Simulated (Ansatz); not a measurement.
**SiC: a line through an energy map**

Aim: follow the energy of SiC (F-43m, No. 216; 2 atoms in the cell) along one coordinate, length along [111] over the lengths across it, with the other held at volume per atom = 9.41 Å³.

The COD entry's cell or inner coordinates are ideal or old and differ from later refinements, so a difference from it is no clean test against experiment.

Method: DFT PBEsol, scalar-relativistic, plane waves, PAW, in Ansatz 0.2.0.

43 further runs of the same task are left out: 43 set aside as unsound or not needed.

## 1. The structure to begin with

Symmetry: F-43m, No. 216, cubic system. The conventional cell has a = 4.357 Å, b = 4.357 Å, c = 4.357 Å, α = 90.00°, β = 90.00°, γ = 90.00°. Si (site symmetry -43m) has 4 C at 1.89 Å as nearest neighbours. C (site symmetry -43m) is surrounded by 4 Si at 1.89 Å.

Structure file:

```cif
data_structure
_symmetry_space_group_name_H-M 'F-43m'
_symmetry_Int_Tables_number 216
_cell_length_a 4.3568
_cell_length_b 4.3568
_cell_length_c 4.3568
_cell_angle_alpha 90.000
_cell_angle_beta 90.000
_cell_angle_gamma 90.000
_cell_volume 82.70
loop_
_atom_site_label
_atom_site_type_symbol
_atom_site_symmetry_multiplicity
_atom_site_Wyckoff_symbol
_atom_site_fract_x
_atom_site_fract_y
_atom_site_fract_z
_atom_site_occupancy
Si1 Si 4 a 0.00000 0.00000 0.00000 1
C1 C 4 c 0.25000 0.25000 0.25000 1
```

This cell was relaxed beforehand with the same method: volume 10.34 Å³/atom, gap on the mesh 1.24 eV.

## 2. What is varied

The energy is mapped over volume and the cell's shape.

First coordinate, volume per atom: 9 values from 9.10 to 11.58 Å³. Second coordinate, length along [111] over the lengths across it, relative to the cubic cell: 9 values from 0.923 to 1.083.

Nothing else is relaxed (fractional coordinates fixed). Energies count from the relaxed crystal. Points are written as (first, second).

## 3. Grid point (9.41 Å³, 0.923)

File input.yaml:

```yaml
crystal:
  lattice:
    - [0.0, 2.1681191614, 2.1681191614]
    - [2.1681191614, 0.0, 2.1681191614]
    - [2.0568223778, 2.0568223778, 0.1112967836]
  atoms:
    - { symbol: Si, position: [0.0, 0.0, 0.0] }
    - { symbol: C, position: [0.75, 0.75, 0.75] }
basis:
  ecutwfc: 520.0
kpoints:
  mp_grid: { grid: [12, 12, 12] }
hamiltonian:
  xc: pbesol
  pseudopotentials: { kind: paw, azcp: { folder: soft_1 } }
scf:
  occupations: { method: gaussian, width: 0.05 }
output:
  forces: true
  stress: true
  eigenvalues: true
```

Started as:

```bash
$ ansatz run input.yaml --threads 1 --pin off --max-ram 2048MiB --backend cpu --events-out ev --progress --plain --runs-dir out
```

What it wrote, cut to the lines that bear on the results:

```text
Warning: <dir> the record states the generating functional pbe (its physics header spells it `PBE`), which answers neither for hamiltonian.xc's functional nor for the pbesol family's — results may be inconsistent (PPs are generated against a specific XC)
[...]
Warning: RAYON_NUM_THREADS=1 ignored (pool sized by the plan → 1); use --threads N
[...]
Pseudopotentials: kind: paw
Pseudopotential: Si, paw, valence charge 4, recommended cutoff 420 eV (normal), <dir>
Pseudopotential: C, paw, valence charge 4, recommended cutoff 420 eV (normal), <dir>
Functional definition: PBEsol
[...]
Crystal: 2 atoms, lattice volume = 18.814 Å³
Basis set: ecut = 520 eV, 513 PW (Γ), exchange–correlation on 48×48×48 points (8 copies of the dense FFT grid, shifted against one another)
Bands: 8, of which v1, the nominal top of the filled ones, is band 4 counted from 1 (3 counted from 0)
Symmetry: 6 space group operations
Space group: R3m (ITA 160), of the structure as read, at distance tolerance 2.7e-5 Å
k-points: 189 of 1728 (time reversal used)
[...]
SCF iter   1: F=—  HF=-870.154614 eV  |F-HF|=—  |Δ(HF+E_count)|=         —  Δρ=1.55e-1  dr2=5.26e0  ethr=3.10e-3  ⟨swp⟩=6.1  Hψ=12927  notcnv=0
[...]
SCF iter   7: F=-868.392593 eV  HF=-868.392593 eV  |F-HF|=4.63e-10  |Δ(HF+E_count)|=   2.00e-8  Δρ=3.15e-6  dr2=8.43e-10  ethr=1.25e-9  ⟨swp⟩=4.6  Hψ=4702  notcnv=0
[...]
SCF converged after 7 iterations
Free energy (F): -868.392593 eV
[...]
E sigma→0 (E₀):  -868.392593 eV
Fermi energy:    11.323998 eV
[...]
--- Forces (eV/Å), atoms counted from 1 ---
  atom   1  Si    -0.99582266    -0.99582266     0.99582266
  atom   2  C      0.99581259     0.99581259    -0.99581259
[...]
--- Stress (GPa, compression-positive) ---
       27.623805      19.932729     -19.932729
       19.932729      27.623805     -19.932729
      -19.932729     -19.932729      27.623805
  P = ⅓ Tr σ = 27.6238 GPa (276.238 kbar)
--- Band table (eV; the first three rows and the last of 189) ---
  k-point 0: bands = ["-5.5497", "10.4924", "10.4924", "10.9491", "17.1045", "17.9454", "17.9454", "20.8886"]
[...]
```

It took 5.6 s on 1 thread of Arm Neoverse V1, shared host; peak memory 0.32 GiB.

That is 159 meV/atom from the zero.

## 4. The run at (9.41 Å³, 0.942)

Edit input.yaml of step 3 so:

```diff
@@ -2,5 +2,5 @@
   lattice:
-    - [0.0, 2.1681191614, 2.1681191614]
-    - [2.1681191614, 0.0, 2.1681191614]
-    - [2.0568223778, 2.0568223778, 0.1112967836]
+    - [0.0, 2.153748054, 2.153748054]
+    - [2.153748054, 0.0, 2.153748054]
+    - [2.0698954631, 2.0698954631, 0.0838525909]
   atoms:
```

Started as:

```bash
$ ansatz run input.yaml --threads 1 --pin off --max-ram 2048MiB --backend cpu --events-out ev --progress --plain --runs-dir out
```

What it wrote, cut to the lines that bear on the results:

```text
Warning: <dir> the record states the generating functional pbe (its physics header spells it `PBE`), which answers neither for hamiltonian.xc's functional nor for the pbesol family's — results may be inconsistent (PPs are generated against a specific XC)
[...]
Warning: RAYON_NUM_THREADS=1 ignored (pool sized by the plan → 1); use --threads N
[...]
[... 4 set-up lines as earlier in the session ...]
[...]
Crystal: 2 atoms, lattice volume = 18.814 Å³
Basis set: ecut = 520 eV, 513 PW (Γ), exchange–correlation on 48×48×48 points (8 copies of the dense FFT grid, shifted against one another)
Bands: 8, of which v1, the nominal top of the filled ones, is band 4 counted from 1 (3 counted from 0)
[... 2 set-up lines as earlier in the session ...]
k-points: 189 of 1728 (time reversal used)
[...]
SCF iter   1: F=—  HF=-870.210313 eV  |F-HF|=—  |Δ(HF+E_count)|=         —  Δρ=1.54e-1  dr2=5.20e0  ethr=3.10e-3  ⟨swp⟩=6.2  Hψ=12932  notcnv=0
[...]
SCF iter   7: F=-868.473729 eV  HF=-868.473729 eV  |F-HF|=2.17e-10  |Δ(HF+E_count)|=   6.23e-9  Δρ=2.76e-6  dr2=6.93e-10  ethr=1.25e-9  ⟨swp⟩=4.4  Hψ=4638  notcnv=0
[...]
SCF converged after 7 iterations
Free energy (F): -868.473729 eV
[...]
E sigma→0 (E₀):  -868.473729 eV
Fermi energy:    11.321360 eV
[...]
--- Forces (eV/Å), atoms counted from 1 ---
  atom   1  Si    -0.69916379    -0.69916379     0.69916379
  atom   2  C      0.69915780     0.69915780    -0.69915780
[...]
--- Stress (GPa, compression-positive) ---
       26.514614      14.725872     -14.725872
       14.725872      26.514614     -14.725872
      -14.725872     -14.725872      26.514614
  P = ⅓ Tr σ = 26.5146 GPa (265.146 kbar)
--- Band table (eV; the first three rows and the last of 189) ---
  k-point 0: bands = ["-5.5433", "10.5311", "10.5311", "10.8950", "17.3352", "18.0984", "18.0984", "20.2708"]
[...]
```

Wall time 5.7 s (1 thread of Arm Neoverse V1, shared host); peak memory 0.32 GiB.

That is 119 meV/atom from the zero.

## 5. Grid point (9.41 Å³, 0.961)

Edit input.yaml of step 4 so:

```diff
@@ -2,5 +2,5 @@
   lattice:
-    - [0.0, 2.153748054, 2.153748054]
-    - [2.153748054, 0.0, 2.153748054]
-    - [2.0698954631, 2.0698954631, 0.0838525909]
+    - [0.0, 2.1393792757, 2.1393792757]
+    - [2.1393792757, 0.0, 2.1393792757]
+    - [2.0833275386, 2.0833275386, 0.056051737]
   atoms:
@@ -21 +21,5 @@
   eigenvalues: true
+  write_density: true
+  write_potential: true
+  elf: true
+  volumetric_format: npy
```

Started as:

```bash
$ ansatz run input.yaml --threads 1 --pin off --max-ram 2048MiB --backend cpu --events-out ev --progress --plain --runs-dir out
```

What it wrote, cut to the lines that bear on the results:

```text
[...]
SCF converged after 7 iterations
Free energy (F): -868.531150 eV
[...]
E sigma→0 (E₀):  -868.531150 eV
Fermi energy:    11.306074 eV
[...]
--- Forces (eV/Å), atoms counted from 1 ---
  atom   1  Si    -0.43475507    -0.43475507     0.43475507
  atom   2  C      0.43475113     0.43475113    -0.43475113
[...]
--- Stress (GPa, compression-positive) ---
       25.730622       9.651531      -9.651531
        9.651531      25.730622      -9.651531
       -9.651531      -9.651531      25.730622
  P = ⅓ Tr σ = 25.7306 GPa (257.306 kbar)
--- Band table (eV; the first three rows and the last of 189) ---
  k-point 0: bands = ["-5.5385", "10.5722", "10.5722", "10.8286", "17.5694", "18.2571", "18.2571", "19.6589"]
[...]
```

It took 7.6 s on 1 thread of Arm Neoverse V1, shared host; peak memory 0.33 GiB.

The maps below are laid out on this run's own conventional cell (a, b, c = 3.026, 3.026, 7.120 Å).

Density in a lattice plane of the grid's cell (edges 3.03 and 7.12 Å, at 0.000 of the third edge), which holds Si and C.

Values in e/Å³, 12 rows by 6 columns:
```
0.59 0.44 0.23 0.15 0.23 0.44
1.57 0.88 0.28 0.14 0.28 0.88
1.57 1.46 0.53 0.28 0.53 1.46
1.15 0.85 0.46 0.29 0.46 0.85
0.20 0.20 0.22 0.25 0.22 0.20
0.06 0.11 0.27 0.42 0.27 0.11
0.09 0.18 0.53 0.88 0.53 0.18
0.10 0.18 0.46 0.70 0.46 0.18
0.08 0.12 0.23 0.31 0.23 0.12
0.16 0.20 0.27 0.33 0.27 0.20
0.24 0.42 0.53 0.54 0.53 0.42
0.13 0.30 0.46 0.40 0.46 0.30
```
Columns run along the first of these edges and rows up along the second, over one cell in 6 and 12 even steps from the bottom left corner. Atoms in the plane (fractional): Si at (0.00, 0.00), C at (0.00, 0.75).

ELF in the same plane.

Ten even steps from ' ' (0.01) to '@' (0.91):
```
------====--====----
@@%%**--..  ..--**%%
@@@@%%++::  ::++%%@@
==**####==::==####**
  --%%%%**--**%%%%--
--**@@@@**--**@@@@**
####%%##==::==##%%##
======----::----====
    ..::==++==::..  
    ..--**##**--..  
    ::**%%@@%%**::  
  ..--##@@@@@@##--..
  ..==##@@@@@@##==..
    ::==**##**==::  
    ..::------::..  
  ....::--==--::....
::--==++++++++++==--
::--**####**####**--
::--**%%%%##%%%%**--
++::==##########==::
```
Columns run along the first of these edges and rows up along the second, over one cell in 10 and 20 even steps from the bottom left corner. Atoms in the plane (fractional): Si at (0.00, 0.00), C at (0.00, 0.75).

Both are smooth fields of the valence electrons: close to the nuclei they are not physical.

Maxima of ELF outside the ion cores: 0.93 on the C–Si line, 0.8 Å from C.

On the map this point reads 90 meV/atom.

## 6. Point (9.41 Å³, 1.020)

File input.yaml:

```yaml
crystal:
  lattice:
    - [0.0, 2.0969525739, 2.0969525739]
    - [2.0969525739, 0.0, 2.0969525739]
    - [2.1251915352, 2.1251915352, -0.0282389613]
  atoms:
    - { symbol: Si, position: [0.0, 0.0, 0.0] }
    - { symbol: C, position: [0.75, 0.75, 0.75] }
basis:
  ecutwfc: 520.0
kpoints:
  mp_grid: { grid: [12, 12, 12] }
hamiltonian:
  xc: pbesol
  pseudopotentials: { kind: paw, azcp: { folder: soft_1 } }
scf:
  occupations: { method: gaussian, width: 0.05 }
output:
  forces: true
  stress: true
  eigenvalues: true
```

Started as:

```bash
$ ansatz run input.yaml --threads 1 --pin off --max-ram 2048MiB --backend cpu --events-out ev --progress --plain --runs-dir out
```

What it wrote, cut to the lines that bear on the results:

```text
[...]
SCF converged after 7 iterations
Free energy (F): -868.565272 eV
[...]
E sigma→0 (E₀):  -868.565272 eV
Fermi energy:    11.258642 eV
[...]
--- Forces (eV/Å), atoms counted from 1 ---
  atom   1  Si     0.17490123     0.17490123    -0.17490123
  atom   2  C     -0.17490771    -0.17490771     0.17490771
[...]
--- Stress (GPa, compression-positive) ---
       25.265024      -4.586140       4.586140
       -4.586140      25.265024       4.586140
        4.586140       4.586140      25.265024
  P = ⅓ Tr σ = 25.2650 GPa (252.650 kbar)
--- Band table (eV; the first three rows and the last of 189) ---
  k-point 0: bands = ["-5.5355", "10.5620", "10.7101", "10.7101", "17.6642", "18.5242", "18.7586", "18.7586"]
[...]
```

It took 5.4 s on 1 thread of Arm Neoverse V1, shared host; peak memory 0.32 GiB.

That is 73 meV/atom from the zero.

## 7. The run at (9.41 Å³, 1.041)

Edit input.yaml of step 6 so:

```diff
@@ -2,5 +2,5 @@
   lattice:
-    - [0.0, 2.0969525739, 2.0969525739]
-    - [2.0969525739, 0.0, 2.0969525739]
-    - [2.1251915352, 2.1251915352, -0.0282389613]
+    - [0.0, 2.0829589532, 2.0829589532]
+    - [2.0829589532, 0.0, 2.0829589532]
+    - [2.1397543007, 2.1397543007, -0.0567953475]
   atoms:
```

Started as:

```bash
$ ansatz run input.yaml --threads 1 --pin off --max-ram 2048MiB --backend cpu --events-out ev --progress --plain --runs-dir out
```

What it wrote, cut to the lines that bear on the results:

```text
Warning: <dir> the record states the generating functional pbe (its physics header spells it `PBE`), which answers neither for hamiltonian.xc's functional nor for the pbesol family's — results may be inconsistent (PPs are generated against a specific XC)
[...]
Warning: RAYON_NUM_THREADS=1 ignored (pool sized by the plan → 1); use --threads N
[...]
[... 4 set-up lines as earlier in the session ...]
[...]
Crystal: 2 atoms, lattice volume = 18.814 Å³
Basis set: ecut = 520 eV, 531 PW (Γ), exchange–correlation on 48×48×48 points (8 copies of the dense FFT grid, shifted against one another)
Bands: 8, of which v1, the nominal top of the filled ones, is band 4 counted from 1 (3 counted from 0)
[... 2 set-up lines as earlier in the session ...]
k-points: 189 of 1728 (time reversal used)
[...]
SCF iter   1: F=—  HF=-870.251047 eV  |F-HF|=—  |Δ(HF+E_count)|=         —  Δρ=1.53e-1  dr2=5.15e0  ethr=3.10e-3  ⟨swp⟩=6.2  Hψ=12908  notcnv=0
[...]
SCF iter   7: F=-868.533058 eV  HF=-868.533058 eV  |F-HF|=3.58e-11  |Δ(HF+E_count)|=   4.96e-9  Δρ=2.62e-6  dr2=6.79e-10  ethr=1.23e-9  ⟨swp⟩=2.8  Hψ=5526  notcnv=0
[...]
SCF converged after 7 iterations
Free energy (F): -868.533058 eV
[...]
E sigma→0 (E₀):  -868.533058 eV
Fermi energy:    11.274420 eV
[...]
--- Forces (eV/Å), atoms counted from 1 ---
  atom   1  Si     0.32524877     0.32524877    -0.32524877
  atom   2  C     -0.32524848    -0.32524848     0.32524848
[...]
--- Stress (GPa, compression-positive) ---
       25.700365      -9.047000       9.047000
       -9.047000      25.700365       9.047000
        9.047000       9.047000      25.700365
  P = ⅓ Tr σ = 25.7004 GPa (257.004 kbar)
--- Band table (eV; the first three rows and the last of 189) ---
  k-point 0: bands = ["-5.5389", "10.4520", "10.7618", "10.7618", "17.1386", "18.7358", "18.9346", "18.9346"]
[...]
```

Wall time 6 s (1 thread of Arm Neoverse V1, shared host); peak memory 0.32 GiB.

That is 89 meV/atom from the zero.

## 8. Point (9.41 Å³, 1.062)

Edit input.yaml of step 7 so:

```diff
@@ -2,5 +2,5 @@
   lattice:
-    - [0.0, 2.0829589532, 2.0829589532]
-    - [2.0829589532, 0.0, 2.0829589532]
-    - [2.1397543007, 2.1397543007, -0.0567953475]
+    - [0.0, 2.0690717086, 2.0690717086]
+    - [2.0690717086, 0.0, 2.0690717086]
+    - [2.1545933392, 2.1545933392, -0.0855216306]
   atoms:
```

Started as:

```bash
$ ansatz run input.yaml --threads 1 --pin off --max-ram 2048MiB --backend cpu --events-out ev --progress --plain --runs-dir out
```

What it wrote, cut to the lines that bear on the results:

```text
[...]
SCF converged after 7 iterations
Free energy (F): -868.480192 eV
[...]
E sigma→0 (E₀):  -868.480192 eV
Fermi energy:    11.285765 eV
[...]
--- Forces (eV/Å), atoms counted from 1 ---
  atom   1  Si     0.45207208     0.45207208    -0.45207208
  atom   2  C     -0.45207366    -0.45207366     0.45207366
[...]
--- Stress (GPa, compression-positive) ---
       26.412248     -13.363393      13.363393
      -13.363393      26.412248      13.363393
       13.363393      13.363393      26.412248
  P = ⅓ Tr σ = 26.4122 GPa (264.122 kbar)
--- Band table (eV; the first three rows and the last of 189) ---
  k-point 0: bands = ["-5.5447", "10.3327", "10.8167", "10.8167", "16.5811", "18.9970", "19.1143", "19.1143"]
[...]
```

Run time: 5.9 s. Hardware: 1 thread of Arm Neoverse V1, shared host; peak memory 0.32 GiB.

That is 116 meV/atom from the zero.

## 9. The run at (9.41 Å³, 1.083)

Edit input.yaml of step 8 so:

```diff
@@ -2,5 +2,5 @@
   lattice:
-    - [0.0, 2.0690717086, 2.0690717086]
-    - [2.0690717086, 0.0, 2.0690717086]
-    - [2.1545933392, 2.1545933392, -0.0855216306]
+    - [0.0, 2.055294576, 2.055294576]
+    - [2.055294576, 0.0, 2.055294576]
+    - [2.1697059741, 2.1697059741, -0.1144113981]
   atoms:
```

Started as:

```bash
$ ansatz run input.yaml --threads 1 --pin off --max-ram 2048MiB --backend cpu --events-out ev --progress --plain --runs-dir out
```

What it wrote, cut to the lines that bear on the results:

```text
Warning: <dir> the record states the generating functional pbe (its physics header spells it `PBE`), which answers neither for hamiltonian.xc's functional nor for the pbesol family's — results may be inconsistent (PPs are generated against a specific XC)
[...]
Warning: RAYON_NUM_THREADS=1 ignored (pool sized by the plan → 1); use --threads N
[...]
[... 4 set-up lines as earlier in the session ...]
[...]
Crystal: 2 atoms, lattice volume = 18.814 Å³
Basis set: ecut = 520 eV, 513 PW (Γ), exchange–correlation on 48×48×48 points (8 copies of the dense FFT grid, shifted against one another)
Bands: 8, of which v1, the nominal top of the filled ones, is band 4 counted from 1 (3 counted from 0)
[... 2 set-up lines as earlier in the session ...]
k-points: 189 of 1728 (time reversal used)
[...]
SCF iter   1: F=—  HF=-870.165218 eV  |F-HF|=—  |Δ(HF+E_count)|=         —  Δρ=1.55e-1  dr2=5.25e0  ethr=3.10e-3  ⟨swp⟩=6.1  Hψ=12907  notcnv=0
[...]
SCF iter   7: F=-868.407409 eV  HF=-868.407409 eV  |F-HF|=5.91e-10  |Δ(HF+E_count)|=   4.18e-8  Δρ=3.08e-6  dr2=7.33e-10  ethr=1.25e-9  ⟨swp⟩=4.5  Hψ=4682  notcnv=0
[...]
SCF converged after 7 iterations
Free energy (F): -868.407409 eV
[...]
E sigma→0 (E₀):  -868.407409 eV
Fermi energy:    11.293613 eV
[...]
--- Forces (eV/Å), atoms counted from 1 ---
  atom   1  Si     0.55725475     0.55725475    -0.55725475
  atom   2  C     -0.55725960    -0.55725960     0.55725960
[...]
--- Stress (GPa, compression-positive) ---
       27.388233     -17.539508      17.539508
      -17.539508      27.388233      17.539508
       17.539508      17.539508      27.388233
  P = ⅓ Tr σ = 27.3882 GPa (273.882 kbar)
--- Band table (eV; the first three rows and the last of 189) ---
  k-point 0: bands = ["-5.5530", "10.2050", "10.8748", "10.8748", "16.0252", "19.2743", "19.2975", "19.2975"]
[...]
```

Run time: 6.1 s. Hardware: 1 thread of Arm Neoverse V1, shared host; peak memory 0.32 GiB.

That is 152 meV/atom from the zero.

## 10. Results

| length along [111] over the lengths across it, relative to the cubic cell | step | energy (meV/atom) | slope (meV/atom per unit) | pressure (GPa) | band gap on the k-mesh (eV) | largest force on an atom (eV/Å) |
| --- | --- | --- | --- | --- | --- | --- |
| 0.923 | 3 | 159 | −2536 | 27.62 | 0.75 | 1.73 |
| 0.942 | 4 | 119 | −1836 | 26.52 | 0.86 | 1.21 |
| 0.961 | 5 | 90 | −1180 | 25.73 | 0.96 | 0.75 |
| 0.980 | – | 73 | −567 | 25.27 | 1.06 | 0.35 |
| 1.000 | – | 68 | 0 | 25.12 | 1.15 | 0.00 |
| 1.020 | 6 | 73 | 528 | 25.27 | 1.10 | 0.30 |
| 1.041 | 7 | 89 | 1021 | 25.70 | 1.03 | 0.56 |
| 1.062 | 8 | 116 | 1478 | 26.41 | 0.94 | 0.78 |
| 1.083 | 9 | 152 | 1901 | 27.39 | 0.84 | 0.96 |

Energies count from the relaxed crystal. Rows without a step come from runs not printed here or follow by symmetry. Slopes come from the forces (and the stress, where the cell changes), not from differences of energies.

Along the line the energy is lowest at 1.000, 68 meV/atom from the zero. Energies and slopes round the minimum, fitted together, put the minimum at 1.0000, with a curvature of about 27000 meV/atom per (unit)². The highest point computed, at 0.923, lies 92 meV/atom above the lowest. This is one cut through a surface in two coordinates; the map's lowest point lies off it.

These are semilocal Kohn-Sham gaps, which aren't the measured quantity. Such gaps usually fall short of the measured ones.
